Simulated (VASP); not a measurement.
Ti3Se, 4 atoms in the cell. The structure is hexagonal, space group P-6m2 (No. 187). Conventional cell: a = 3.197 Å, b = 3.197 Å, c = 7.943 Å, α = 90.00°, β = 90.00°, γ = 120.00°. Around Se (site symmetry -6m2) lie 6 Ti at 2.58 Å. Ti (site symmetry -6m2) is surrounded by 12 Ti at 2.85 to 3.20 Å. Around Ti (site symmetry 3m) lie 3 Se at 2.58 Å and 3 Ti at 2.85 Å. The cell comes from a database or a generator and needn't be the stable form of this composition.

| Quantity | Value |
| --- | --- |
| Program | VASP 6.6.1 |
| Task | phonons |
| Functional | PBEsol |
| Potentials or basis | VASP PAW PBE potentials, release 64 (Se, Ti_sv) |
| Cutoff | 600 eV |
| k mesh | 10 × 10 × 4 |
| Occupations | gaussian, width 0.02 eV |
| Spin | no spin polarisation |
| Ladder | free |
| By perturbation theory | yes |
| Further INCAR settings | ALGO = Normal; EDIFF = 1e-08; IBRION = 8; NSW = 1 |

Potentials or basis: VASP PAW PBE potentials, release 64 (Se, Ti_sv).

Run with:

```bash
$ cat potpaw_PBE.64/Se/POTCAR potpaw_PBE.64/Ti_sv/POTCAR > POTCAR
$ cp INCAR.step1 INCAR
$ mpirun -np 4 vasp_std > vasp.out
$ cp CONTCAR POSCAR
$ cp INCAR.step2 INCAR
$ mpirun -np 4 vasp_std > vasp.out
```

Hardware: 4 MPI ranks on AMD EPYC 9R45 96-Core Processor (Zen 5) (shared host).

**Question.** Estimate the wall time of this run.

**Answer.** Wall time 21 min on 4 MPI ranks on AMD EPYC 9R45 96-Core Processor (Zen 5), on a shared host, peak memory 0.94 GiB a rank. Counts: scf iterations 528, k points 42, ion steps 10.
